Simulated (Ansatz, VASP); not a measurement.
One calculation of InGa3N, two programs

```xyz
5
Lattice="4.4601 0.0000 0.0000 0.0000 4.4601 0.0000 0.0000 0.0000 4.4601" Properties=species:S:1:pos:R:3 pbc="T T T"
In    0.0000    0.0000    0.0000
Ga    2.2300    2.2300    0.0000
Ga    0.0000    2.2300    2.2300
Ga    2.2300    0.0000    2.2300
N     2.2300    2.2300    2.2300
```

Alike in both runs: functional PBE; k mesh 8 × 8 × 8; occupations fermi-dirac, width 0.15 eV; no spin polarisation.

Ansatz relaxed the structure, and its values are those at the end. VASP's run is a single point on that final structure, the one shown.

|  | VASP | Ansatz |
| --- | --- | --- |
| version | VASP 6.6.1 | Ansatz 0.2.0 |
| potentials or method | VASP PAW PBE potentials, release 64 (In_d, Ga_d, N) | scalar-relativistic, plane waves, PAW |
| plane-wave cutoff (eV) | 520 | 420 |
| valence electrons in the cell | 57 | 57 |

Ansatz gave:

- gap on the k mesh at the Fermi level (eV): none
- pressure (GPa): 0.0

**Question.** Which values does VASP return?

**Answer.** gap on the k mesh at the Fermi level (eV): none; pressure (GPa): 0.2.

A gap of «none» marks a metal or a gap that the smearing closes. With one functional, cell and mesh, what is left measures potentials, basis and numerics.
